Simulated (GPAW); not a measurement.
BaTe (Fm-3m): refractive index against wavelength

The refractive index of BaTe (Fm-3m) below the direct gap (1.76 eV on the mesh) is read from one computed spectrum, n = √(Re ε).

Symmetry: Fm-3m, No. 225, cubic system. The conventional cell has a = 6.820 Å, b = 6.820 Å, c = 6.820 Å, α = 90.00°, β = 90.00°, γ = 90.00°. Around Ba on site a lie 6 Te at 3.41 Å. Around Te on site b lie 6 Ba at 3.41 Å.

Method: GPAW 26.7.0, PBE, RPA, k-mesh 9×9×9, local fields up to 60 eV, Lorentzian half width 0.2 eV.

Launch of the response step: `OMP_NUM_THREADS=1 python df.py`. The run took 79 s, its band step included, on 1 thread of Arm Neoverse V2 (shared host).

| wavelength (nm) | photon energy E (eV) | n |
| --- | --- | --- |
| 3000 | 0.413 | 2.4491 |
| 2000 | 0.620 | 2.4638 |
| 1550 | 0.800 | 2.4825 |
| 1310 | 0.946 | 2.5026 |
| 1064 | 1.165 | ? |

In the single-oscillator model n² − 1 = E₀E_d/(E₀² − E²), so 1/(n² − 1) = E₀/E_d − E²/(E₀E_d) is linear in E².

Working, on the rows shown:

| x = E² (eV²) | y = 1/(n² − 1) |
| --- | --- |
| 0.170801 | 0.200076 |
| 0.384302 | 0.197227 |
| 0.639837 | 0.193693 |
| 0.895757 | 0.190005 |

Means: x̄ = 0.52267, ȳ = 0.19525. Σ(x − x̄)(y − ȳ) = -0.004111, Σ(x − x̄)² = 0.2959. Slope = -0.004111 / 0.2959 = -0.01389; intercept = ȳ − slope · x̄ = 0.20251. Turned back into n, the line misses the rows shown by at most 0.00038.

Q: What does the fit predict for the withheld row, and how well does it do?

A: At x = 1.3578 the line gives y = 0.18365, that is 2.5387. The run gave 2.5429, so the extrapolation is off by 0.0042, 4 % of the range in the table.

Refitted with all rows, the slope is -0.01445 and the intercept 0.20275. These give E₀ = √(intercept/−slope) = 3.75 eV and E_d = E₀/intercept = 18.5 eV; E₀ is 2.1 times the direct gap. The electronic limit at long wavelengths, without lattice vibrations, is n = √(1 + 1/intercept) = 2.436. The cell comes from an older database entry, whose edges can be off by a per cent or so. Excitons are left out; PBE gaps are as a rule too small. The values come from a sum over the points of one k-mesh and carry its error, which grows as the direct gap shrinks. Spin-orbit coupling is left out.
